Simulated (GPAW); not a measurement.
**Ga: phonons with vdW-DF-cx**

The system is Ga.

```xyz
1
Lattice="-1.3844 1.3844 2.3112 1.3844 -1.3844 2.3112 1.3844 1.3844 -2.3112" Properties=species:S:1:pos:R:3 pbc="T T T"
Ga    0.0000    0.0000    0.0000
```

This isn't the form of Ga at room conditions, which is orthorhombic.

| Property | Result |
| --- | --- |
| Program | GPAW 26.7.0 |
| Task | phonons |
| Functional | vdW-DF-cx |
| Potentials or basis | GPAW PAW data sets (gpaw-data 1.2.1) |
| Basis | lcao:dzp |
| Grid spacing | 0.16 Å |
| k mesh | 9 × 9 × 9 |
| Occupations | gaussian, width 0.025 eV |
| Spin | no spin polarisation |
| Maxiter | 50 |
| Convergence | density=1e-06 |
| Supercell | 2 × 2 × 2 |
| Supercell k mesh | 5 × 5 × 5 |
| Displacement | 0.02 |
| Relaxed first | none |
| Band path | GXYSGZS1NPY1Z,XP |

| Item | Value |
| --- | --- |
| Band gap on the k mesh | none (metal or under the smearing width) |
| Highest phonon frequency | 203 cm⁻¹ |
| Most unstable mode | 57i cm⁻¹ |

Levels at points of the mesh, in eV from the Fermi level:
```
           k point  band 1  band 2  band 3  band 4
(0.00, 0.00, 0.00)  -11.69   12.55   13.11   13.11
```

Phonon frequencies in cm⁻¹ (negative: imaginary):
```csv
q point,frequencies
"(0.000, 0.000, 0.000)",0 0 0
"(0.000, 0.000, 0.500)",56 145 148
"(0.000, 0.500, 0.000)",-34 59 203
"(0.000, 0.500, 0.500)",-34 59 203
"(0.500, 0.000, 0.000)",-34 59 203
"(0.500, 0.000, 0.500)",-34 59 203
"(0.500, 0.500, 0.000)",56 145 148
"(0.500, 0.500, 0.500)",-57 -57 169
```

Run time: 24 min on 1 thread of Arm Neoverse V1, on a shared host, peak memory 0.54 GiB.

Caveat: some modes are imaginary; phonon bands are interpolated from a small supercell; the basis of atomic orbitals isn't converged, which shifts pressures, moduli and gaps.
